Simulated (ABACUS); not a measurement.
Au:

```
Au
1.0
     2.87792    0.00000    0.00000
     1.43896    2.49236    0.00000
     1.43896    0.83079    2.34982
Au
1
Direct
  0.00000 0.00000 0.00000
```

Base run:

| Property | Result |
| --- | --- |
| Program | ABACUS 3.10.1 |
| Functional | BP86 |
| Potentials or basis | SPMS ONCV 1.0 PBE |
| Cutoff | 1034 eV |
| Density cutoff | 4136 eV |
| Basis | plane waves |
| k mesh | 9 × 9 × 9 |
| Occupations | fermi-dirac, width 0.05 eV |
| Spin | no spin polarisation |

Its results: band gap on the k mesh none (metal or under the smearing width); pressure 11.6 GPa.

Task: The run is repeated on the same cell with these changes: functional from BP86 to B86bPBE; potentials or basis from SPMS ONCV 1.0 PBE to Ansatz NC PBE. What comes out?

Result: Band gap on the k mesh none (metal or under the smearing width); pressure 12.7 GPa.

Caveats: the potentials were made for another functional, which shifts forces and pressure.

Not every run made on this cell is shown here.
